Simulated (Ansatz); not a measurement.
CsI:
```
CELL_PARAMETERS angstrom
      4.50710     0.00000     0.00000
      0.00000     4.50710     0.00000
      0.00000     0.00000     4.50710
ATOMIC_POSITIONS crystal
  Cs 0.00000 0.00000 0.00000
  I  0.50000 0.50000 0.50000
```

Relaxed with PBEsol. Special points in fractions of this cell's reciprocal vectors: Γ (0.000, 0.000, 0.000); X (0.000, 0.500, 0.000); M (0.500, 0.500, 0.000); R (0.500, 0.500, 0.500).

Task: List the band energies nearest the valence-band maximum at these points for PBEsol (plane waves, PAW; program Ansatz).

Result: In eV from the valence-band maximum; about four levels below and three above (degenerate sets whole), none deeper than 8.9 eV; points with the same levels are listed once.

```json
[
 {"k": "Γ", "below": "-6.97 -6.97 -6.97 -0.08 -0.08 -0.08", "above": "3.85 4.03 4.03"},
 {"k": "X", "below": "-6.90 -6.90 -1.69 -0.26 -0.26", "above": "5.11 6.52 6.60"},
 {"k": "M", "below": "-6.85 -0.89 -0.89 0.00", "above": "4.14 4.84 6.07 6.07"},
 {"k": "R", "below": "-7.26 -7.26 -7.26 -1.43 -1.43 -1.43", "above": "7.20 7.20 7.20"}
]
```

Space group Pm-3m (CsCl type). The PBEsol relaxation kept the symmetry of its start. Scalar-relativistic: spin–orbit coupling is off unless named, which matters more the heavier the elements.

Potentials: the later of the program's two PAW sets.
